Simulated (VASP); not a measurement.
Here is a VASP 6.6.1 calculation.

File INCAR:

```
SYSTEM = CuCl
PREC = Accurate
ENCUT = 600
EDIFF = 1E-7
ISMEAR = 0
SIGMA = 0.03
LREAL = .FALSE.
LASPH = .TRUE.
NELM = 80
ALGO = Normal
ISIF = 3
LWAVE = .FALSE.
LCHARG = .FALSE.
GGA = PS
IBRION = 2
NSW = 90
EDIFFG = -0.005
KPAR = 4
```

File KPOINTS:

```
regular mesh
0
G
  10 10 10
  0 0 0
```

The input POSCAR:

```
CuCl                                    
1.0
    0.0000000000      2.6497729772      2.6497729772
    2.6497729772     -0.0000000000      2.6497729772
    2.6497729772      2.6497729772      0.0000000000
  Cu              Cl            
     1     1
Direct
     0.0000000000000000    0.0000000000000000    0.0000000000000000
     0.2500000000000000    0.2500000000000000    0.2500000000000000
```

Potentials or basis: VASP PAW PBE potentials, release 64 (Cu, Cl).

Launch:

```bash
$ cat potpaw_PBE.64/Cu/POTCAR potpaw_PBE.64/Cl/POTCAR > POTCAR
$ mpirun -np 4 vasp_std > vasp.out
```

Task: Estimate the band gap on the k mesh.

Result: 0.55 eV, direct.

Final structure:
```
Cu Cl
1.0
     0.00000    2.64977    2.64977
     2.64977    0.00000    2.64977
     2.64977    2.64977    0.00000
Cu Cl
1 1
Direct
  0.00000 0.00000 0.00000
  0.25000 0.25000 0.25000
```

Caveat: the relaxation stopped at its first step, so nothing moved. Expect the measured gap to be larger: semilocal functionals such as PBEsol lack the derivative discontinuity.
